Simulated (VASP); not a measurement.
Runs of VASP 6.6.1 on Zr. Symmetry: P6_3/mmc, No. 194, hexagonal system. Conventional cell: a = 3.232 Å, b = 3.232 Å, c = 5.147 Å, α = 90.00°, β = 90.00°, γ = 120.00°. Zr (site symmetry -6m2) has 12 Zr at 3.18 to 3.23 Å as nearest neighbours. 

```tsv
task	level	potentials or basis	cell	k mesh	cutoff (eV)	smearing	ladder	gap on the mesh (eV)	pressure (GPa)	V0 of scaled cells (Å³/atom)	relaxed volume (Å³/atom)	B0 (GPa)
single point	PBE	VASP PAW PBE potentials, release 64 (Zr_sv)	as given	9 × 9 × 5	520	fermi-dirac 0.05 eV	-	none	(a)	-	-	-
equation of state	PBE	VASP PAW PBE potentials, release 64 (Zr_sv)	as given	9 × 9 × 5	520	fermi-dirac 0.05 eV	-	-	-	(c)	-	94
single point	RPBE	VASP PAW PBE potentials, release 64 (Zr_sv_GW)	as given	9 × 9 × 5	550	gaussian 0.1 eV	-	none	(b)	-	-	-
equation of state	PBEsol	VASP PAW PBE potentials, release 64 (Zr_sv)	as given	9 × 9 × 5	520	fermi-dirac 0.05 eV	free	-	-	22.51	-	99
single point	PBEsol	VASP PAW PBE potentials, release 64 (Zr_sv)	as given	9 × 9 × 5	520	fermi-dirac 0.05 eV	free	none	-3.2	-	-	-
relaxation of cell and atoms	AM05	VASP PAW PBE potentials, release 64 (Zr_sv)	relaxed	9 × 9 × 5	600	methfessel-paxton 0.1 eV	-	none	0.0	-	22.53	-
relaxation of cell and atoms	LDA	VASP PAW LDA potentials, release 64 (Zr_sv)	relaxed	8 × 8 × 4	600	fermi-dirac 0.05 eV	gaps	none	0.0	-	21.93	-
relaxation of cell and atoms	PBE+D3(BJ)	VASP PAW PBE potentials, release 64 (Zr_sv)	relaxed	8 × 8 × 4	600	fermi-dirac 0.05 eV	gaps	none	0.0	-	22.56	-
```

Alike in all rows: no spin polarisation.

Estimate the missing entries.

(a) 0.5; (b) 2.1; (c) 23.42.

Caveats: the PAW data sets were made with another functional, which shifts forces and pressure a little (some runs); the cell was scaled at fixed shape and fractional positions, which overstates the stiffness of a crystal with free parameters, most of all of layers and chains (some runs); pairwise dispersion overbinds metals, which lowers pressure and volume (some runs).

A k mesh can miss the band edges, and the runs leave out spin-orbit coupling on Zr.

A gap of «none» marks a metal or a gap under the smearing width.

Not every run made on this cell is shown here.
